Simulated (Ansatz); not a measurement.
# Notes on Pb

```
Pb
1.0
     0.00000    2.99684    2.99684
     2.99684    0.00000    2.99684
     2.99684    2.99684    0.00000
Pb
2
Direct
  0.00000 0.00000 0.00000
  0.25000 0.25000 0.25000
```

Single point in Ansatz 0.2.0 with PBE, no spin polarisation. Cutoff 420 eV, PAW datasets, 7×7×7 Γ-centred k mesh, methfessel-paxton filling (width 0.0273 eV).

(1) Describe some of the short contacts.

(2) Is the cell too large or too small?

(3) What happens at the Fermi level?

Origin: a known structure type with other elements, at an estimated volume, so it need not be a known compound. Caveats: atoms or cell far from equilibrium.

Answers

(1) Pb–Pb at 2.60 Å: least valence density 0.54 e/Å³ and ELF 0.41 there. These are pseudo-fields; inside the PAW spheres they differ from the all-electron ones.

(2) The pressure is 41.2 GPa (compression positive), so with the atoms held at these fractions the cell would first expand.

(3) It is a metal, with about 0.18 states/eV a cell as the mean within 0.25 eV of the Fermi level, mostly Pb p (80 %) and Pb s (17 %).
